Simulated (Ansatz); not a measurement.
# CdTe (F-43m) in Ansatz: settings compared

One crystal, CdTe, is run at these levels: PBE, r2SCAN; tasks: relaxation of cell and atoms, single point.

Program: Ansatz 0.2.0. These are calculated values, not measurements. Logs are shortened: lines on timing, memory, paths and dates and some standing lists are left out, and cuts for length are marked.

**Experimental background.**

From a printed reference work, data compilation, for a bulk crystal of CdTe at 0 K: band gap 1.607 eV.

How close the calculation comes is told below.

## (1) The structure

It takes space group F-43m (No. 216, cubic). The conventional cell has a = 6.410 Å, b = 6.410 Å, c = 6.410 Å, α = 90.00°, β = 90.00°, γ = 90.00°. Te (site symmetry -43m) has 4 Cd at 2.78 Å as nearest neighbours. Cd (site symmetry -43m) has 4 Te at 2.78 Å as nearest neighbours.

## (2) Relaxation of cell and atoms, PBE

Contents of input.yaml:

```yaml
crystal:
  lattice:
    - [0.0, 3.205, 3.205]
    - [3.205, 0.0, 3.205]
    - [3.205, 3.205, 0.0]
  atoms:
    - { symbol: Te, position: [0.75, 0.75, 0.75] }
    - { symbol: Cd, position: [0.0, 0.0, 0.0] }
hamiltonian:
  xc: pbe
  pseudopotentials: { kind: paw }
kpoints:
  mp_grid: { grid: [7, 7, 7] }
scf:
  occupations: { method: fermi_dirac, width: 0.05 }
output:
  forces: true
  stress: true
relax:
  f_tol: 0.01
  max_steps: 40
  cell: { stress_tol: 0.05 }
```

Potentials or basis: Ansatz PAW.

The run is started by

```console
> ansatz run input.yaml --threads 2 --pin off --max-ram 5120MiB --backend cpu --events-out ev --progress --plain --runs-dir out
```

The log of the run:

```text
Warning: RAYON_NUM_THREADS=2 ignored (pool sized by the plan → 2); use --threads N
Engine: ansatz 0.2.0, x86_64-unknown-linux-gnu
Pseudopotentials: kind: paw
Pseudopotential: Te, paw, valence charge 16, recommended cutoff 420 eV (normal), Te.paw.azcp
Pseudopotential: Cd, paw, valence charge 20, recommended cutoff 420 eV (normal), Cd.paw.azcp
Functional definition: PBE
  parameter kappa = 0.804
  parameter beta = 0.06672455060314922
  exchange = pbe_x(kappa = kappa, mu = beta*pi^2/3)
  correlation = pbe_c(beta = beta)
Crystal: 2 atoms, lattice volume = 65.844 Å³
Basis set: ecut = 420 eV, 1243 PW (Γ), exchange–correlation on 64×64×64 points (8 copies of the dense FFT grid, shifted against one another)
Bands: 22, of which v1, the nominal top of the filled ones, is band 18 counted from 1 (17 counted from 0)
Symmetry: 24 space group operations
Space group: F-43m (ITA 216), of the structure as read, at distance tolerance 4.0e-5 Å
k-points: 20 of 343 (time reversal used)
Non-local potential: Te, projectors of the file, l = 0: 2, l = 1: 2, l = 2: 2, l = 3: 2
Non-local potential: Cd, projectors of the file, l = 0: 3, l = 1: 2, l = 2: 2, l = 3: 1
PAW form: soft (Blöchl's): semilocal exchange-correlation on the pseudo side does not see the compensation charge
PAW one-centre angular grid: Te, 590 points (default); XC on 64 Gauss nodes
PAW one-centre angular grid: Cd, 590 points (default); XC on 64 Gauss nodes
Initial density: superposition of atomic densities (neutral atoms: chi_scale 0, normalization atom), corrected by the library's trained network
Initial wavefunctions: pseudopotential atomic-orbital guess
Functional: x = pbe(κ = 0.804, μ = 0.2195149727645171), c = pbe(β = 0.06672455060314922)
SCF iter   1: F=—  HF=-15235.257777 eV  |F-HF|=—  |Δ(HF+E_count)|=         —  Δρ=1.37e-3  dr2=2.98e-3  ethr=1.77e-3  ⟨swp⟩=6.1  Hψ=2092  notcnv=0
preconditioner: auto → none  [insulator: Δε(μ)=0.855 eV  Ē_g=11.552 eV  σ=0.050 eV  W_gap=1.00  n_scr=14 (ndim 8)  ℏωp=19.4 eV  f_vac=0.179  D(μ)=0.00/eV (n_scr^D=0)  ε∞_Penn≈3.8]
SCF iter   2: F=—  HF=-15235.257162 eV  |F-HF|=—  |Δ(HF+E_count)|=   6.15e-4  Δρ=5.40e-4  dr2=1.98e-4  ethr=8.29e-6  ⟨swp⟩=2.0  Hψ=824  notcnv=0
SCF iter   3: F=—  HF=-15235.257212 eV  |F-HF|=—  |Δ(HF+E_count)|=   5.04e-5  Δρ=2.08e-4  dr2=2.99e-5  ethr=5.51e-7  ⟨swp⟩=2.9  Hψ=788  notcnv=0
SCF iter   4: F=—  HF=-15235.257223 eV  |F-HF|=—  |Δ(HF+E_count)|=   1.09e-5  Δρ=6.90e-5  dr2=2.93e-6  ethr=8.30e-8  ⟨swp⟩=2.0  Hψ=616  notcnv=0
SCF iter   5: F=—  HF=-15235.257232 eV  |F-HF|=—  |Δ(HF+E_count)|=   8.88e-6  Δρ=1.59e-5  dr2=1.13e-7  ethr=8.13e-9  ⟨swp⟩=2.0  Hψ=621  notcnv=0
SCF iter   6: F=-15235.257232 eV  HF=-15235.257232 eV  |F-HF|=2.09e-9  |Δ(HF+E_count)|=   4.86e-7  Δρ=1.83e-6  dr2=1.29e-9  ethr=2.78e-10  ⟨swp⟩=5.0  Hψ=1478  notcnv=0
SCF 1 converged in 6 iterations: F = -15235.257232 eV  dr2 = 1.29e-9
relax step   1: F+E_penalty+E_count = -15235.25723247 eV  Δ(F+E_penalty+E_count) = +0.000e0 eV  max|allowed force component| = 8.789e-17 eV/Å  Δτ_max = 0.0000 Å  P = +4.243 GPa  Ω = 65.844 Å³  (6 SCF iters, dr2 threshold 1.00e-7 eV, accepted)
Crystal: 2 atoms, lattice volume = 76.151 Å³
Basis set: ecut = 420 eV, 1459 PW (Γ), exchange–correlation on 64×64×64 points (8 copies of the dense FFT grid, shifted against one another)
Initial density: handed on by an earlier stage of this run
Initial wavefunctions: those handed on with the density
iter 1 solved again at ethr=1.53e-5 eV; its pass at ethr=3.10e-3 eV (dr2=5.52e-3 eV) is discarded
SCF iter   1: F=—  HF=-15235.316712 eV  |F-HF|=—  |Δ(HF+E_count)|=         —  Δρ=2.68e-3  dr2=5.69e-3  ethr=1.53e-5  ⟨swp⟩=1.3  Hψ=2861  notcnv=0
preconditioner: auto → none  [insulator: Δε(μ)=0.472 eV  Ē_g=10.971 eV  σ=0.050 eV  W_gap=0.98  n_scr=14 (ndim 8)  ℏωp=18.1 eV  f_vac=0.231  D(μ)=0.00/eV (n_scr^D=0)  ε∞_Penn≈3.7]
SCF iter   2: F=—  HF=-15235.316757 eV  |F-HF|=—  |Δ(HF+E_count)|=   4.49e-5  Δρ=1.08e-3  dr2=1.08e-3  ethr=1.53e-5  ⟨swp⟩=2.1  Hψ=533  notcnv=0
SCF iter   3: F=—  HF=-15235.317158 eV  |F-HF|=—  |Δ(HF+E_count)|=   4.01e-4  Δρ=2.85e-4  dr2=8.83e-5  ethr=2.99e-6  ⟨swp⟩=2.0  Hψ=624  notcnv=0
SCF iter   4: F=—  HF=-15235.317172 eV  |F-HF|=—  |Δ(HF+E_count)|=   1.37e-5  Δρ=8.02e-5  dr2=4.95e-6  ethr=2.45e-7  ⟨swp⟩=2.0  Hψ=720  notcnv=0
SCF iter   5: F=—  HF=-15235.317175 eV  |F-HF|=—  |Δ(HF+E_count)|=   3.48e-6  Δρ=4.42e-5  dr2=1.29e-6  ethr=1.38e-8  ⟨swp⟩=2.0  Hψ=621  notcnv=0
SCF iter   6: F=-15235.317176 eV  HF=-15235.317175 eV  |F-HF|=4.93e-8  |Δ(HF+E_count)|=   2.14e-7  Δρ=4.34e-6  dr2=1.56e-8  ethr=5.56e-10  ⟨swp⟩=3.0  Hψ=1944  notcnv=0
SCF 2 converged in 6 iterations: F = -15235.317176 eV  dr2 = 1.56e-8
relax step   2: F+E_penalty+E_count = -15235.31717551 eV  Δ(F+E_penalty+E_count) = -5.994e-2 eV  max|allowed force component| = 4.250e-17 eV/Å  Δτ_max = 0.0000 Å  P = -1.531 GPa  Ω = 76.151 Å³  energy of the carried Pulay correction = -2.196e-3 eV  (6 SCF iters, dr2 threshold 2.00e-7 eV, accepted)
Crystal: 2 atoms, lattice volume = 73.117 Å³
iter 1 solved again at ethr=9.53e-7 eV; its pass at ethr=3.10e-3 eV (dr2=3.43e-4 eV) is discarded
SCF iter   1: F=—  HF=-15235.335447 eV  |F-HF|=—  |Δ(HF+E_count)|=         —  Δρ=6.74e-4  dr2=3.73e-4  ethr=9.53e-7  ⟨swp⟩=2.6  Hψ=2870  notcnv=0
preconditioner: auto → none  [insulator: Δε(μ)=0.551 eV  Ē_g=11.117 eV  σ=0.050 eV  W_gap=0.99  n_scr=14 (ndim 8)  ℏωp=18.4 eV  f_vac=0.204  D(μ)=0.00/eV (n_scr^D=0)  ε∞_Penn≈3.7]
SCF iter   2: F=—  HF=-15235.335435 eV  |F-HF|=—  |Δ(HF+E_count)|=   1.19e-5  Δρ=3.12e-4  dr2=7.23e-5  ethr=9.53e-7  ⟨swp⟩=1.9  Hψ=476  notcnv=0
SCF iter   3: F=—  HF=-15235.335450 eV  |F-HF|=—  |Δ(HF+E_count)|=   1.52e-5  Δρ=1.13e-4  dr2=1.42e-5  ethr=2.01e-7  ⟨swp⟩=2.0  Hψ=620  notcnv=0
SCF iter   4: F=—  HF=-15235.335447 eV  |F-HF|=—  |Δ(HF+E_count)|=   3.44e-6  Δρ=3.05e-5  dr2=5.82e-7  ethr=3.95e-8  ⟨swp⟩=2.8  Hψ=767  notcnv=0
SCF iter   5: F=-15235.335447 eV  HF=-15235.335447 eV  |F-HF|=4.72e-8  |Δ(HF+E_count)|=   1.78e-7  Δρ=9.37e-6  dr2=4.13e-8  ethr=5.56e-10  ⟨swp⟩=5.0  Hψ=1532  notcnv=0
SCF 3 converged in 5 iterations: F = -15235.335447 eV  dr2 = 4.13e-8
relax step   3: F+E_penalty+E_count = -15235.33544690 eV  Δ(F+E_penalty+E_count) = -1.827e-2 eV  max|allowed force component| = 3.325e-17 eV/Å  Δτ_max = 0.0000 Å  P = -0.288 GPa  Ω = 73.117 Å³  energy of the carried Pulay correction = -1.603e-3 eV  (5 SCF iters, dr2 threshold 2.00e-7 eV, accepted)
Crystal: 2 atoms, lattice volume = 72.448 Å³
Basis set: ecut = 420 eV, 1411 PW (Γ), exchange–correlation on 64×64×64 points (8 copies of the dense FFT grid, shifted against one another)
iter 1 solved again at ethr=1.60e-7 eV; its pass at ethr=3.10e-3 eV (dr2=5.74e-5 eV) is discarded
SCF iter   1: F=—  HF=-15235.336134 eV  |F-HF|=—  |Δ(HF+E_count)|=         —  Δρ=1.60e-4  dr2=1.99e-5  ethr=1.60e-7  ⟨swp⟩=3.0  Hψ=2546  notcnv=0
preconditioner: auto → none  [insulator: Δε(μ)=0.584 eV  Ē_g=11.150 eV  σ=0.050 eV  W_gap=0.99  n_scr=14 (ndim 8)  ℏωp=18.5 eV  f_vac=0.204  D(μ)=0.00/eV (n_scr^D=0)  ε∞_Penn≈3.8]
SCF iter   2: F=—  HF=-15235.336132 eV  |F-HF|=—  |Δ(HF+E_count)|=   1.55e-6  Δρ=7.14e-5  dr2=3.97e-6  ethr=5.53e-8  ⟨swp⟩=1.9  Hψ=470  notcnv=0
SCF iter   3: F=—  HF=-15235.336134 eV  |F-HF|=—  |Δ(HF+E_count)|=   1.50e-6  Δρ=2.15e-5  dr2=5.62e-7  ethr=1.10e-8  ⟨swp⟩=2.0  Hψ=621  notcnv=0
SCF iter   4: F=-15235.336133 eV  HF=-15235.336133 eV  |F-HF|=3.19e-9  |Δ(HF+E_count)|=   1.07e-7  Δρ=7.13e-6  dr2=3.39e-8  ethr=5.56e-10  ⟨swp⟩=5.0  Hψ=1548  notcnv=0
SCF 4 converged in 4 iterations: F = -15235.336133 eV  dr2 = 3.39e-8
relax step   4: F+E_penalty+E_count = -15235.33613346 eV  Δ(F+E_penalty+E_count) = -6.866e-4 eV  max|allowed force component| = 3.816e-17 eV/Å  Δτ_max = 0.0000 Å  P = +0.028 GPa  Ω = 72.448 Å³  energy of the carried Pulay correction = -1.467e-3 eV  (4 SCF iters, dr2 threshold 2.00e-7 eV, accepted)
Initial wavefunctions: pseudopotential atomic-orbital guess (no wavefunctions were taken with the density)
iter 1 solved again at ethr=1.08e-7 eV; its pass at ethr=3.10e-3 eV (dr2=3.88e-5 eV) is discarded
SCF iter   1: F=—  HF=-15235.335153 eV  |F-HF|=—  |Δ(HF+E_count)|=         —  Δρ=3.31e-4  dr2=4.81e-6  ethr=1.08e-7  ⟨swp⟩=4.0  Hψ=3258  notcnv=0
preconditioner: auto → none  [insulator: Δε(μ)=0.586 eV  Ē_g=11.151 eV  σ=0.050 eV  W_gap=0.99  n_scr=14 (ndim 8)  ℏωp=18.5 eV  f_vac=0.204  D(μ)=0.00/eV (n_scr^D=0)  ε∞_Penn≈3.8]
SCF iter   2: F=—  HF=-15235.336827 eV  |F-HF|=—  |Δ(HF+E_count)|=   1.67e-3  Δρ=1.61e-4  dr2=1.09e-6  ethr=1.34e-8  ⟨swp⟩=2.0  Hψ=786  notcnv=0
SCF iter   3: F=—  HF=-15235.337349 eV  |F-HF|=—  |Δ(HF+E_count)|=   5.22e-4  Δρ=4.47e-5  dr2=3.50e-7  ethr=3.03e-9  ⟨swp⟩=2.0  Hψ=621  notcnv=0
SCF iter   4: F=—  HF=-15235.337380 eV  |F-HF|=—  |Δ(HF+E_count)|=   3.12e-5  Δρ=1.17e-5  dr2=1.35e-8  ethr=9.73e-10  ⟨swp⟩=2.0  Hψ=780  notcnv=0
SCF iter   5: F=—  HF=-15235.337383 eV  |F-HF|=—  |Δ(HF+E_count)|=   2.63e-6  Δρ=1.44e-6  dr2=3.50e-10  ethr=3.75e-11  ⟨swp⟩=2.0  Hψ=620  notcnv=0
SCF iter   6: F=-15235.337383 eV  HF=-15235.337383 eV  |F-HF|=3.64e-12  |Δ(HF+E_count)|=   3.43e-8  Δρ=1.28e-7  dr2=1.58e-11  ethr=1.00e-12  ⟨swp⟩=5.0  Hψ=2185  notcnv=0
SCF 5 converged in 6 iterations: F = -15235.337383 eV  dr2 = 1.58e-11
relax step   5: F+E_penalty+E_count = -15235.33738255 eV  Δ(F+E_penalty+E_count) = -1.249e-3 eV  max|allowed force component| = 4.684e-17 eV/Å  Δτ_max = 0.0000 Å  P = +0.015 GPa  Ω = 72.448 Å³  stress off target by 1.50e-2 GPa  SCF on the basis re-selected at this cell (its energy is not comparable with the rows above)  (6 SCF iters)
basis re-selected at this cell: Δ(F+E_penalty+E_count) = -1.249e-3 eV, ΔP = -0.013 GPa vs the last step (what re-selecting the basis moved, of the pressure what is left beyond the Pulay correction that the steps carried, after the strain that the cell walked since its last selection, with what the two solves' SCF thresholds leave and, on support functions, any second-order correction that the steps lacked; it is no measure of the basis error at this ecutwfc). This SCF's stress stands 1.50e-2 GPa from its target on what of the cell is left free (relax.cell.stress_tol is 5.00e-2 GPa) and its largest allowed force component is 4.68e-17 eV/Å (relax.f_tol is 1.00e-2 eV/Å): within both
SCF converged after 6 iterations
Free energy (F): -15235.337383 eV
Harris-Foulkes:  -15235.337383 eV  (|F-HF|=3.64e-12)
Internal energy: -15235.337359 eV  (E = F + TS)
E sigma→0 (E₀):  -15235.337371 eV
Entropy (-TS):   -0.000024 eV (-0.012 meV/atom)
Fermi energy:    6.934103 eV
--- Per-component energies (eV) ---
  E_band       = -814.991096
  E_kinetic    = 684.562679
  E_local      = -5554.935541  (includes V_loc(G=0)·N_el)
  E_nonlocal   = -276.739708
  E_hartree    = 2789.008377
  E_xc         = -300.463210
  E_vxc        = -324.992305  (∫ρ·V_xc dr)
  E_paw        = -8746.045073  (= ΣΔE_a)
  E_vpaw       = -920.902536  (= ΣTr[D̂ρ^β])
  E_aug_tail   = -0.000158  (compensation charges beyond the density's cutoff)
  E_ewald      = -3830.724725
  E_smearing   = -0.000024  (= −TS)
  E_closure    = -0.000000  (closes the sum)
  Σ components = -15235.337383   (vs F -15235.337383, Δ=0.00e0)
--- Forces (eV/Å), atoms counted from 1 ---
  atom   1  Te     0.00000000    -0.00000000    -0.00000000
  atom   2  Cd     0.00000000     0.00000000     0.00000000
  max |Σ_I F_I| component: 6.82e-17 eV/Å
--- Stress (GPa, compression-positive) ---
        0.014967       0.000000      -0.000000
        0.000000       0.014967       0.000000
       -0.000000       0.000000       0.014967
  P = ⅓ Tr σ = 0.0150 GPa (0.150 kbar)
--- Relaxed structure (4 steps of the walk, 4 accepted, 1 SCFs on fresh bases) ---
  F+E_penalty+E_count = -15235.33738255 eV   max|allowed force component| = 4.684e-17 eV/Å   (the final SCF, on the basis selected at the relaxed cell)
  cell:  # Å, volume = 72.4481 Å³
    - [3.558798904225513e-33, 3.308762597045351, 3.308762597045351]
    - [3.308762597045351, 5.4440865563968806e-33, 3.308762597045351]
    - [3.308762597045351, 3.308762597045351, 7.082567125724868e-33]
  atoms:
    - { symbol: Te, position: [0.7499999999999999, 0.7499999999999999, 0.7499999999999999] }
    - { symbol: Cd, position: [8.688217507831131e-34, -6.935551151784506e-34, -1.3896140394369679e-33] }
```

Wall time 12 s (2 threads of Intel Xeon Platinum 8259CL at 2.50GHz (Skylake/Cascade Lake), shared host); peak memory 0.44 GiB.

Results:

- Free energy: -15235.3374 eV
- Relaxed volume: 36.22 Å³/atom
- Relaxed cell: a = 4.679 Å, b = 4.679 Å, c = 4.679 Å, α = 60.00°, β = 60.00°, γ = 60.00°
- Space group after relaxing (to 0.05 Å): F-43m (No. 216)
- Energy gained by relaxing: 40.1 meV/atom
- Ionic steps: 5
- Pressure after relaxing: 0.0 GPa
- Band gap on the k mesh: 0.59 eV

The path:
```csv
step,energy change (eV),largest force (eV/Å),volume (Å³)
1,0.0000,0.0000,65.84
2,-0.0599,0.0000,76.15
3,-0.0782,0.0000,73.12
4,-0.0789,0.0000,72.45
5,-0.0802,0.0000,72.45
```

Final structure:
```xyz
2
Lattice="0.0000 3.3088 3.3088 3.3088 0.0000 3.3088 3.3088 3.3088 0.0000" Properties=species:S:1:pos:R:3 pbc="T T T"
Te    4.9631    4.9631    4.9631
Cd    0.0000    0.0000    0.0000
```

Caveat: odd divisions of the mesh miss points on the zone boundary, where band edges often lie, so the gap on the mesh can be too wide; the plane-wave basis is chosen anew once the cell has moved, so the energies of steps on either side of that aren't comparable; spin-orbit coupling is left out, which moves the levels of the heavy elements; the volume moved by +10 % from the deposited cell, more than functionals usually miss. PBE usually gives volumes a little too large and moduli too small.

(Continued in part 2 of 2.)
